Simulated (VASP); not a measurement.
A run of VASP 6.6.1 is set up as follows.

The input INCAR:

```
SYSTEM = Te2Mo
  PREC = Accurate
  ENCUT = 520
  EDIFF = 1E-7
  ISMEAR = -1
  SIGMA = 0.05
  LREAL = .False.
  LASPH = .True.
  NELM = 60
  ALGO = Normal
  ISIF = 2
  LWAVE = .False.
  LCHARG = .False.
  GGA = PE
  NBANDS = 64
```

File KPOINTS:

```
Automatic mesh
0
Gamma
  9 9 1
  0 0 0
```

The input POSCAR:

```
Te2Mo
1.0
    3.5613831954      0.0000000000      0.0000000000
   -1.7806915977      3.0842483198      0.0000000000
    0.0000000000      0.0000000000     38.9902681400
Te Mo
8 4
Direct
    0.3333333333      0.6666666667      0.3282231700
    0.3333333333      0.6666666667      0.9518180900
    0.6666666667      0.3333333333      0.1400809200
    0.6666666667      0.3333333333      0.7636306700
    0.6666666667      0.3333333333      0.0481819100
    0.6666666667      0.3333333333      0.6717768300
    0.3333333333      0.6666666667      0.2363693300
    0.3333333333      0.6666666667      0.8599190800
    0.6666666667      0.3333333333      0.2823380000
    0.6666666667      0.3333333333      0.9058588400
    0.3333333333      0.6666666667      0.0941411600
    0.3333333333      0.6666666667      0.7176620000
```

Potentials or basis: VASP PAW PBE potentials, release 64 (Te, Mo_sv).

Launch:

```console
$ cat potpaw_PBE.64/Te/POTCAR potpaw_PBE.64/Mo_sv/POTCAR > POTCAR
$ mpirun -np 1 vasp_std > vasp.out
```

Task: Estimate the band gap on the k mesh.

Result: 0.99 eV, indirect (least direct gap 1.00 eV).

Task: What does it give for the largest force?

Result: 0.231 eV/Å.

Forces on the atoms (eV/Å):
```
Te   0.000  0.000  0.231
Te   0.000  0.000  0.193
Te   0.000  0.000  0.202
Te   0.000  0.000  0.194
Te   0.000  0.000 -0.193
Te   0.000  0.000 -0.231
Te   0.000  0.000 -0.194
Te   0.000  0.000 -0.202
Mo   0.000  0.000 -0.012
Mo   0.000  0.000  0.008
Mo   0.000  0.000 -0.008
Mo   0.000  0.000  0.012
```

Caveat: spin-orbit coupling is left out, which moves the levels of the heavy elements. PBE gaps usually lie below the measured ones, often by a third to a half.
